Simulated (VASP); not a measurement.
These are PBE GGA, VASP's PBE PAW potentials (set 64) (plane waves; VASP) values and carry that method's errors.

A VASP calculation is set up with these files.

**POSCAR**
```
MgF2
1.0
  4.6780374887   0.0000000000   0.0000000000
  0.0000000000   4.6780374887   0.0000000000
  0.0000000000   0.0000000000   3.0904684321
Mg F
2 4
direct
  0.0000000000   0.0000000000   0.0000000000
  0.5000000000   0.5000000000   0.5000000000
  0.3028104556   0.3028104556   0.0000000000
  0.8028104556   0.1971895444   0.5000000000
  0.1971895444   0.8028104556   0.5000000000
  0.6971895444   0.6971895444   0.0000000000
```

KPOINTS:
```
Automatic mesh
0
Gamma
  4 4 7
```

**INCAR**
```
! general
SYSTEM=MgF2
PREC  =Accurate
ENCUT =520   ! plane-wave cut-off (eV)
LREAL =.FALSE.
LASPH =.TRUE.   ! aspherical one-centre terms

! electronic loop
EDIFF =1E-6   ! SCF stop (eV)
NELM  =100
ALGO  =Normal   ! blocked Davidson

! smearing
ISMEAR=0   ! Gaussian
SIGMA =0.05   ! width (eV)

! functional
GGA   =PE

! ions
IBRION=2   ! conjugate gradients
NSW   =60   ! most ionic steps
ISIF  =3
EDIFFG=-0.02   ! ionic stop

! output
LWAVE =.FALSE.
LCHARG=.FALSE.
```

POTCAR, in this order: Mg F (PBE.64 set). Program: vasp_std.

Output of the run:

OSZICAR:
```
       N       E                     dE             d eps       ncg     rms          rms(c)
DAV:   1     0.197249223168E+03    0.19725E+03   -0.18240E+04  1008   0.149E+03
DAV:   2    -0.246589994479E+02   -0.22191E+03   -0.21502E+03  1268   0.336E+02
DAV:   3    -0.340816251224E+02   -0.94226E+01   -0.94024E+01  1108   0.719E+01
DAV:   4    -0.341434910605E+02   -0.61866E-01   -0.61848E-01  1104   0.673E+00
DAV:   5    -0.341438750905E+02   -0.38403E-03   -0.38402E-03  1092   0.537E-01    0.100E+01
DAV:   6    -0.314926000881E+02    0.26513E+01   -0.11331E+01  1096   0.256E+01    0.305E+00
DAV:   7    -0.315123920641E+02   -0.19792E-01   -0.12695E-01  1024   0.256E+00    0.190E+00
DAV:   8    -0.315412128462E+02   -0.28821E-01   -0.56228E-02  1080   0.277E+00    0.176E-01
DAV:   9    -0.315422184871E+02   -0.10056E-02   -0.36002E-03  1124   0.448E-01    0.758E-02
DAV:  10    -0.315424645242E+02   -0.24604E-03   -0.25188E-04  1048   0.139E-01    0.148E-02
DAV:  11    -0.315424657505E+02   -0.12263E-05   -0.34673E-05  1100   0.481E-02    0.852E-03
DAV:  12    -0.315424656968E+02    0.53762E-07   -0.11780E-05  1056   0.276E-02    0.278E-03
DAV:  13    -0.315424656004E+02    0.96340E-07   -0.77110E-07   584   0.729E-03
   1 F= -.31542466E+02 E0= -.31542466E+02  d E =-.315425E+02
       N       E                     dE             d eps       ncg     rms          rms(c)
DAV:   1    -0.315428290869E+02   -0.36339E-03   -0.15480E-01   960   0.365E+00    0.129E-01
DAV:   2    -0.315429524053E+02   -0.12332E-03   -0.32429E-03  1068   0.486E-01    0.669E-02
DAV:   3    -0.315428802585E+02    0.72147E-04   -0.45553E-05  1100   0.816E-02    0.280E-02
DAV:   4    -0.315428663182E+02    0.13940E-04   -0.30980E-05  1092   0.608E-02    0.428E-03
DAV:   5    -0.315428667599E+02   -0.44168E-06   -0.45418E-06   976   0.188E-02
   2 F= -.31542867E+02 E0= -.31542867E+02  d E =-.401159E-03
```

OUTCAR:
```
------------------------ aborting loop because EDIFF is reached ----------------------------------------
  FORCE on cell =-STRESS in cart. coord.  units (eV):
  Direction    XX          YY          ZZ          XY          YZ          ZX
  --------------------------------------------------------------------------------------
  Total        0.0537276      0.0537276     -0.0419105      0.0000000      0.0000000      0.0000000
  in kB        1.2731709      1.2731709     -0.9931431      0.0000000      0.0000000      0.0000000
  external PRESSURE =       0.5177329 kB  Pullay stress =       0.0000000 kB
  volume of cell :       67.61
      direct lattice vectors                 reciprocal lattice vectors
     4.679950933  0.000000000  0.000000000     0.213677454  0.000000000  0.000000000
    -0.000000000  4.679950933  0.000000000     0.000000000  0.213677454  0.000000000
     0.000000000  0.000000000  3.087015487     0.000000000  0.000000000  0.323937474
 POSITION                                       TOTAL-FORCE (eV/Angst)
 -----------------------------------------------------------------------------------
      0.00000      0.00000      0.00000         0.000000     -0.000000      0.000000
      2.33998      2.33998      1.54351         0.000000     -0.000000      0.000000
      1.41860      1.41860      0.00000         0.013266      0.013266     -0.000000
      3.75858      0.92137      1.54351         0.013266     -0.013266      0.000000
      0.92137      3.75858      1.54351        -0.013266      0.013266     -0.000000
      3.26135      3.26135      3.08702        -0.013266     -0.013266      0.000000
 -----------------------------------------------------------------------------------
    total drift:                                0.000000      0.000000     -0.000000
  FREE ENERGIE OF THE ION-ELECTRON SYSTEM (eV)
  ---------------------------------------------------
  free  energy   TOTEN  =       -31.5428667599 eV

  energy  without entropy=      -31.5428667599  energy(sigma->0) =      -31.54286676

 reached required accuracy - stopping structural energy minimisation
```
(Selected blocks of OUTCAR.)

File CONTCAR:
```
MgF2
   1.00000000000000
     4.6799509325629804    0.0000000000000000    0.0000000000000000
    -0.0000000000000000    4.6799509325629804    0.0000000000000000
     0.0000000000000000    0.0000000000000000    3.0870154873160049
  Mg              F
     2     4
Direct
     0.0000000000000000    0.0000000000000000    0.0000000000000000
     0.5000000000000000    0.5000000000000000    0.5000000000000000
     0.3031236327009046    0.3031236327009046    0.0000000000000000
     0.8031236327009046    0.1968763672990954    0.5000000000000000
     0.1968763672990954    0.8031236327009046    0.5000000000000000
     0.6968763672990954    0.6968763672990954    1.0000000000000000
```

### OUTCAR
```
 val. band max:       -1.4183443062   @ k =   0.0000   0.0000   0.0000

 cond. band min:       5.4352620927   @ k =   0.0000   0.0000   0.0000


 Fermi energy:        -1.1596935582

 k-point     1 :       0.0000    0.0000    0.0000
  band No.  band energies     occupation
      1     -22.0389      2.00000
      2     -21.2998      2.00000
      3     -21.2998      2.00000
      4     -21.2152      2.00000
      5      -5.3637      2.00000
      6      -3.7777      2.00000
      7      -3.4368      2.00000
      8      -3.4368      2.00000
      9      -3.2590      2.00000
     10      -3.2267      2.00000
     11      -2.6010      2.00000
     12      -2.6010      2.00000
     13      -2.1384      2.00000
     14      -1.7338      2.00000
     15      -1.7338      2.00000
     16      -1.4183      2.00000
     17       5.4353      0.00000
     18      10.5926      0.00000
     19      10.5926      0.00000
     20      12.0651      0.00000

 k-point     2 :       0.2500    0.0000    0.0000
  band No.  band energies     occupation
      1     -21.9476      2.00000
      2     -21.4526      2.00000
      3     -21.2747      2.00000
      4     -21.1883      2.00000
      5      -5.1483      2.00000
      6      -3.9927      2.00000
      7      -3.6796      2.00000
      8      -3.1696      2.00000
      9      -3.1438      2.00000
     10      -2.8410      2.00000
     11      -2.7055      2.00000
     12      -2.5339      2.00000
     13      -2.2147      2.00000
     14      -2.2061      2.00000
     15      -1.7720      2.00000
     16      -1.5571      2.00000
     17       6.1651      0.00000
     18       9.5733      0.00000
     19      10.9766      0.00000
     20      12.2137      0.00000

 k-point     3 :       0.5000    0.0000    0.0000
  band No.  band energies     occupation
      1     -21.7166      2.00000
      2     -21.7166      2.00000
      3     -21.2202      2.00000
      4     -21.2202      2.00000
      5      -4.6336      2.00000
...
```

The compound is MgF2 in the rutile structure. This run relaxes it. Symmetry was kept, so distortions that lower it aren't found. The start is the result of an earlier pass.
